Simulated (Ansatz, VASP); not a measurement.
This is a calculation of ZnS (Wurtzite-2H) for Ansatz 0.2.0.

File input.yaml:

```yaml
crystal:
  lattice:
    - [3.811, 0.0, 0.0]
    - [-1.9055, 3.3004228138, 0.0]
    - [0.0, 0.0, 6.234]
  atoms:
    - { symbol: Zn, position: [0.6666666667, 0.3333333333, 0.5] }
    - { symbol: Zn, position: [0.3333333333, 0.6666666667, 0.0] }
    - { symbol: S, position: [0.6666666667, 0.3333333333, 0.885] }
    - { symbol: S, position: [0.3333333333, 0.6666666667, 0.385] }
hamiltonian:
  xc: pbesol
  pseudopotentials: { kind: paw }
  dispersion: d4
kpoints:
  mp_grid: { grid: [8, 8, 5] }
scf:
  occupations: { method: fermi_dirac, width: 0.05 }
output:
  forces: true
  stress: true
relax:
  f_tol: 0.01
  max_steps: 40
  cell: { stress_tol: 0.05 }
```

Potentials or basis: Ansatz PAW.

Command:

```sh
$ ansatz run input.yaml --threads 2 --pin off --max-ram 5632MiB --backend cpu --events-out ev --progress --plain --runs-dir out
```

**Question.** Set up the same calculation for VASP 6.6.1. Potentials there: VASP PAW PBE potentials, release 64 (Zn, S).

**Answer.** As run (the cutoff follows the program's own potentials):

INCAR

```
PREC = Accurate
ENCUT = 600
EDIFF = 1E-6
ISMEAR = -1
SIGMA = 0.05
LREAL = False
LASPH = True
NELM = 100
ALGO = Normal
ISIF = 3
LWAVE = False
LCHARG = False
GGA = PS
IVDW = 13
IBRION = 2
NSW = 40
EDIFFG = -0.01
```

The input KPOINTS:

```
regular mesh
0
Gamma
  8 8 5
```

The input POSCAR:

```
ZnS
1.0
    3.8110000000      0.0000000000      0.0000000000
   -1.9055000000      3.3004228138      0.0000000000
    0.0000000000      0.0000000000      6.2340000000
Zn S
2 2
Direct
    0.6666666667      0.3333333333      0.5000000000
    0.3333333333      0.6666666667      0.0000000000
    0.6666666667      0.3333333333      0.8850000000
    0.3333333333      0.6666666667      0.3850000000
```

Potentials or basis: VASP PAW PBE potentials, release 64 (Zn, S).

The run is started by

```bash
$ cat potpaw_PBE.64/Zn/POTCAR potpaw_PBE.64/S/POTCAR > POTCAR
$ mpirun -np 1 vasp_std > vasp.out
```

Both were run:

|  | VASP | Ansatz | Ansatz less VASP |
| --- | --- | --- | --- |
| relaxed volume (Å³/atom) | 18.94 | 18.88 | -0.063 |
| relaxed cell length with the largest relative difference (Å) | 3.763 | 3.758 | -0.0055 |
| energy change over the relaxation (meV/atom) | -11 | -12 | -0.8 |

Caveats: the PAW data sets were made with another functional, which shifts forces and pressure a little (VASP); odd divisions of the mesh miss points on the zone boundary, where band edges often lie, so the gap on the mesh can be too wide (Ansatz); the plane-wave basis is chosen anew once the cell has moved, so the energies of steps on either side of that aren't comparable (Ansatz); the PAW data sets come from PBE, with cores solved anew for the run's functional, which leaves a small shift of forces and pressure (Ansatz). As with any semilocal functional, this PBEsol gap is likely too small.
